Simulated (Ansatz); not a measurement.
**Ir: properties at the relaxed cell**

One table from this session's results is given with a row withheld; the runs are named, their logs left out.

The COD entry's cell or inner coordinates are ideal or old and differ from later refinements, so a difference from it is no clean test against experiment.

Method: DFT PBEsol, scalar-relativistic, plane waves, PAW, in Ansatz 0.2.0.

1 further run of the same task is left out (set aside as unsound or not needed).

### The structure to begin with

The structure is cubic, space group Fm-3m (No. 225). Conventional cell: a = 3.830 Å, b = 3.830 Å, c = 3.830 Å, α = 90.00°, β = 90.00°, γ = 90.00°. Around Ir (site symmetry m-3m) lie 12 Ir at 2.71 Å.

Coordinates:

```xyz
1
Lattice="0.0000 1.9151 1.9151 1.9151 0.0000 1.9151 1.9151 1.9151 0.0000" Properties=species:S:1:pos:R:3 pbc="T T T"
Ir    0.0000    0.0000    0.0000
```

It is the result of an earlier relaxation at this level (volume 14.05 Å³/atom; gap on the mesh: none (metal)).

Set-up of the first run:

input.yaml reads:

```yaml
crystal:
  lattice:
    - [0.0, 1.9151294299, 1.9151294299]
    - [1.9151294299, 0.0, 1.9151294299]
    - [1.9151294299, 1.9151294299, 0.0]
  atoms:
    - { symbol: Ir, position: [0.0, 0.0, 0.0] }
basis:
  ecutwfc: 420
kpoints:
  mp_grid: { grid: [18, 18, 18] }
  band_path:
    path:
      - [[0.0, 0.0, 0.0], [0.5, 0.0, 0.5], [0.625, 0.25, 0.625]]
      - [[0.375, 0.375, 0.75], [0.0, 0.0, 0.0], [0.5, 0.5, 0.5], [0.5, 0.25, 0.75], [0.5, 0.0, 0.5]]
    npoints: 14
hamiltonian:
  xc: pbesol
scf:
  occupations: { method: gaussian, width: 0.1 }
  n_extra_bands: 6
output:
  forces: true
  stress: true
  eigenvalues: true
  populations: true
  dos: { projected: true, de: 0.02, nscf_kmesh: { grid: [27, 27, 27] } }
  bader: true
  write_density: true
  write_potential: true
  elf: true
  volumetric_format: npy
```

On the command line:

```bash
$ ansatz run input.yaml --threads 1 --pin off --max-ram 2560MiB --backend cpu --events-out ev --progress --plain --runs-dir out
```

Steps of the session up to this table: Electronic structure at the relaxed geometry; The cell as listed, for comparison; The cell scaled to 0.97 of its volume; The cell scaled to 1.03 of its volume; Volume × 0.94; Point at V/V0 = 1.06; Volume × 0.91; Point at V/V0 = 1.10; Volume × 0.88.

One table of the session follows, with a row left open; its other results are not shown here.

| volume (Å³/atom) | energy above the lowest point (meV/atom) | pressure (GPa) |
| --- | --- | --- |
| 12.363 | 314.6 | 67.97 |
| 12.784 | ? | ? |
| 13.205 | 68.9 | 27.95 |
| 13.627 | 16.1 | 12.72 |
| 14.048 | 0.0 | 0.00 |
| 14.470 | 14.5 | -10.61 |
| 14.891 | 54.6 | -19.45 |
| 15.453 | 140.3 | -28.94 |

Q: Estimate the row for volume (Å³/atom) = 12.784 from the others.

Worked estimate for «energy above the lowest point (meV/atom)». A straight line through the neighbours (12.363, 314.6) and (13.205, 68.9) gives 314.6 + (68.9 − 314.6) × (12.784 − 12.363) / (13.205 − 12.363) = 191.7; a parabola fitted to 3 rows on both sides gives 168.4.

The run gave: energy above the lowest point (meV/atom): 165.5; pressure (GPa): 46.17. In «energy above the lowest point (meV/atom)» the line misses by +26.2 and the parabola by +2.9.

To keep in mind: Spin-orbit coupling is left out, which matters for the bands of Ir.
